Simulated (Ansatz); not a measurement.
# SiO2 at a changed volume: O-17 NMR of the central transition

Cell: a structure deposited in the COD, relaxed with PBE at fixed cell and then changed (volume scaled by 0.95, ions relaxed).

```cif
data_SiO2
_symmetry_space_group_name_H-M 'P4_12_12'
_symmetry_Int_Tables_number 92
_cell_length_a 7.3375
_cell_length_b 7.3375
_cell_length_c 8.4739
_cell_angle_alpha 90.000
_cell_angle_beta 90.000
_cell_angle_gamma 90.000
loop_
_atom_site_label
_atom_site_type_symbol
_atom_site_symmetry_multiplicity
_atom_site_Wyckoff_symbol
_atom_site_fract_x
_atom_site_fract_y
_atom_site_fract_z
Si1 Si 4 a 0.4364 0.4364 0.0000
Si5 Si 8 b 0.3708 0.1600 0.2411
O13 O 8 b 0.3670 0.3690 0.1765
O21 O 8 b 0.1432 0.1412 0.2334
O29 O 8 b 0.4171 0.0561 0.4052
```

One atom of each set is listed.

Method: Kohn–Sham DFT in Ansatz, PBE, plane waves and PAW, scalar-relativistic, 420 eV cutoff, Γ-centred 3×3×3 k-points, Fermi–Dirac smearing 0.02 eV.

O-17 has I = 5/2 and Q = -25.58 mb (Pyykkö 2018); at 23.5 T its Larmor frequency is ν₀ = 135.7 MHz. Only the quadrupole interaction is simulated: positions count from each site's isotropic chemical shift, and J coupling is left out, as are shift anisotropy and dipolar coupling, which fast spinning averages.

Q: Simulate the second-order pattern (fast magic-angle spinning, Gaussian broadening 0.2 kHz) of site O29 (2 Si at 1.62–1.64 Å, angle 134°).

A: The calculation gives C_Q = -6.01 MHz and η = 0.53, so ν_Q = 0.902 MHz and the centre of gravity lies at -12.9 ppm (-1.75 kHz).

| offset (kHz) | height |
| --- | --- |
| -4.367 | 0 |
| -4.173 | 5 |
| -3.979 | 9 |
| -3.785 | 9 |
| -3.591 | 10 |
| -3.397 | 16 |
| -3.203 | 29 |
| -3.009 | 33 |
| -2.815 | 37 |
| -2.621 | 42 |
| -2.427 | 63 |
| -2.233 | 100 |
| -2.039 | 82 |
| -1.844 | 74 |
| -1.650 | 76 |
| -1.456 | 89 |
| -1.262 | 92 |
| -1.068 | 70 |
| -0.874 | 59 |
| -0.680 | 52 |
| -0.486 | 47 |
| -0.292 | 41 |
| -0.098 | 16 |
| 0.096 | 1 |

At this changed cell the PBE pressure is 8 GPa.
